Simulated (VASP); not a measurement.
A run of VASP 6.6.1 is set up as follows.

The input INCAR:

```
ALGO = Normal ; EDIFF = 1E-7
EDIFFG = -0.005 ; ENCUT = 600
IBRION = 2 ; ISIF = 3
ISMEAR = 0 ; LASPH = True
LCHARG = False ; LREAL = False
LWAVE = False ; NELM = 100
NSW = 90 ; PREC = Accurate
SIGMA = 0.02
```

File KPOINTS:

```
k-points
0
Gamma
  10 10 10
```

Contents of POSCAR:

```
BP
1.0
    0.0000000000      2.2660723800      2.2660723800
    2.2660723800      0.0000000000      2.2660723800
    2.2660723800      2.2660723800      0.0000000000
B P
1 1
Direct
    0.0000000000      0.0000000000      0.0000000000
    0.7500000000      0.7500000000      0.7500000000
```

Potentials or basis: VASP PAW LDA potentials, release 64 (B, P).

Command:

```console
$ cat potpaw_LDA.64/B/POTCAR potpaw_LDA.64/P/POTCAR > POTCAR
$ mpirun -np 1 vasp_std > vasp.out
```

Question: Predict the relaxed volume.

Answer: 11.31 Å³/atom.

Question: Predict the band gap on the k mesh.

Answer: 1.15 eV, indirect (least direct gap 3.43 eV).

Final structure:
```cif
data_structure
_symmetry_space_group_name_H-M 'P 1'
_symmetry_Int_Tables_number 1
_cell_length_a 3.1747
_cell_length_b 3.1747
_cell_length_c 3.1747
_cell_angle_alpha 60.000
_cell_angle_beta 60.000
_cell_angle_gamma 60.000
_cell_volume 22.63
loop_
_atom_site_label
_atom_site_type_symbol
_atom_site_fract_x
_atom_site_fract_y
_atom_site_fract_z
_atom_site_occupancy
B1 B 0.00000 0.00000 0.00000 1
P1 P 0.75000 0.75000 0.75000 1
```

A k mesh can miss the band edges.
